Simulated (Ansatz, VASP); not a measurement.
One calculation of Sb, two programs

File INCAR:

```
SYSTEM = Sb
PREC = Accurate
ENCUT = 520
EDIFF = 1E-7
ISMEAR = 0
SIGMA = 0.1
LREAL = .FALSE.
LASPH = .TRUE.
NELM = 100
ALGO = Normal
ISIF = 2
LWAVE = .FALSE.
LCHARG = .FALSE.
GGA = CA
NBANDS = 12
```

The input KPOINTS:

```
Automatic mesh
0
G
  6 4 4
  0 0 0
```

Contents of POSCAR:

```
Sb
1.0
    3.1224020000      0.0000000000      0.0000000000
    0.0000000000      4.3475180000      0.0000000000
   -0.0389150000      0.0000000000      4.4058520000
Sb
2
Direct
    0.9886110000      0.7500000000      0.7588340000
    0.0113890000      0.2500000000      0.2411660000
```

Input for Ansatz:

```yaml
crystal:
  lattice:
    - [3.122402, 0.0, 0.0]
    - [0.0, 4.347518, 0.0]
    - [-0.038915, 0.0, 4.405852]
  atoms:
    - { symbol: Sb, position: [0.988611, 0.75, 0.758834] }
    - { symbol: Sb, position: [0.011389, 0.25, 0.241166] }
basis:
  ecutwfc: 420
kpoints:
  mp_grid: { grid: [6, 4, 4] }
hamiltonian:
  xc: lda
scf:
  occupations: { method: gaussian, width: 0.1 }
output:
  forces: true
  stress: true
  eigenvalues: true
```

This isn't the form of Sb at room conditions, which is rhombohedral.

Alike in both runs: task single point; functional LDA; k mesh 6 × 4 × 4; occupations gaussian, width 0.1 eV; no spin polarisation.

|  | VASP | Ansatz |
| --- | --- | --- |
| version | VASP 6.6.1 | Ansatz 0.2.0 |
| potentials or method | VASP PAW LDA potentials, release 64 (Sb) | scalar-relativistic, plane waves, PAW |
| plane-wave cutoff (eV) | 520 | 420 |
| valence electrons in the cell | 10 | 30 |

Ansatz gave:

```
gap on the k mesh at the Fermi level (eV)       : none
pressure (GPa)                                  : -3.0
largest component of the traceless stress (GPa) : 4.01
rms of the force components (eV/Å)              : 0.025
```

Problem. What did VASP give for the same quantities?

Solution. gap on the k mesh at the Fermi level (eV): none; pressure (GPa): -2.9; largest component of the traceless stress (GPa): 4.00; rms of the force components (eV/Å): 0.031.

Atom by atom the forces differ by 0.008 eV/Å (rms over components). A gap of «none» marks a metal or a gap that the smearing closes. The two sets of potentials don't hold the same shells in valence.

Caveats: the k mesh is coarse (spacing up to 0.36 Å⁻¹), so the values aren't converged. The runs have no spin-orbit coupling, so splittings on Sb are missing.
